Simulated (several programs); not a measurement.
# What each method gives for MgSe (rocksalt)

MgSe in the rocksalt structure, relaxed with r2SCAN in Ansatz, was computed with several methods. Space group Fm-3m (No. 225), cubic; a = 5.473 Å in the conventional setting, 20.49 Å³ an atom. Around Mg lie 6 Se at 2.74 Å; around Se lie 6 Mg at 2.74 Å. No spin polarisation and no zero-point or thermal motion.

```xyz
2
Lattice="0.0000 2.7363 2.7363 2.7363 0.0000 2.7363 2.7363 2.7363 0.0000" Properties=species:S:1:pos:R:3 pbc="T T T"
Mg    0.0000    0.0000    0.0000
Se    2.7363    2.7363    2.7363
```

Gaps and times are for a single point on this cell; volume and bulk modulus come from each method's own relaxation or energy curve at fixed shape. Times are rough, from shared hosts (Arm Neoverse V2; NVIDIA H100 80GB HBM3), and each method has its own mesh and cell size. A dagger marks a closed or tiny gap in a crystal that DFT finds insulating: a failure of the method or a wrong SCF state. The energy curve of PM7 (MOPAC) is jagged, so its SCF state, and with it the gap, is in doubt. A star marks a curve whose lowest point is an end point. PM6 (MOPAC), PM7 (MOPAC), GFN1-xTB (tblite), GFN2-xTB (tblite) treat a cluster of cells at its zone centre, which samples few k points: where these miss a band edge, the gap comes out too large for that reason alone. Gaps from k meshes are read at a limited set of points (mesh, symmetry points, PBE's band edges), so each method's own least gap may be somewhat smaller. xTB and the PM methods were fitted mostly to molecules, and can miss a solid's gap by electronvolts. Minimal bases can be far off for gaps. Times of the plane-wave ladder aren't listed, since it ran on unlike processors and cards. GLLB-SC's gap includes the derivative discontinuity. G0W0 is at finite bands, cutoff and mesh. d marks a direct gap, i an indirect one (no mark: not told apart), a dash a value that wasn't computed or didn't pass its checks.

```csv
method,kind,gap (eV),own volume (Å³/atom),bulk modulus (GPa),atoms computed,processor time
light PBE (260 eV and a coarse mesh),light plane-wave,1.80 i,–,–,2,0.62 s
PBE,semilocal,1.80 i,20.89,61,2,–
GFN1-xTB (tblite),tight binding,0.00†,20.63,58,cluster,2.8 s
r2SCAN,semilocal,2.48 i,20.49,66,2,–
PBE/SZV (CP2K),small basis,0.23 i,22.67*,51*,2,5.3 s
GFN2-xTB (tblite),tight binding,0.14†,–,–,cluster,6.7 s
GLLB-SC (GPAW),model potential,3.94,–,–,2,6.9 s
PBE/single zeta (GPAW),small basis,1.98 i,–,–,2,7 s
PBE/DZVP (CP2K),small basis,1.68 i,21.53,61,2,7.8 s
PM7 (MOPAC),semi-empirical,2.57,–,–,cluster,11 s
PM6 (MOPAC),semi-empirical,2.56,–,–,cluster,11 s
G0W0@r2SCAN (180 eV screening cutoff),many-body,3.35,–,–,2,–
G0W0@PBE (260 eV screening cutoff),many-body,3.10,–,–,2,–
```

Against r2SCAN (2.48 eV) and with closed or daggered gaps left aside, the nearest gap at the points sampled is that of PM6 (MOPAC) (+0.08 eV) and the farthest that of PBE/SZV (CP2K) (-2.25 eV). r2SCAN is only a yardstick of convenience: semilocal gaps usually lie below measured ones, which GLLB-SC and hybrids aim to mend.

Volumes against r2SCAN's: PBE +2.0 %, GFN1-xTB (tblite) +0.7 %, PBE/DZVP (CP2K) +5.1 %.

The runs are scalar-relativistic, without spin-orbit coupling.
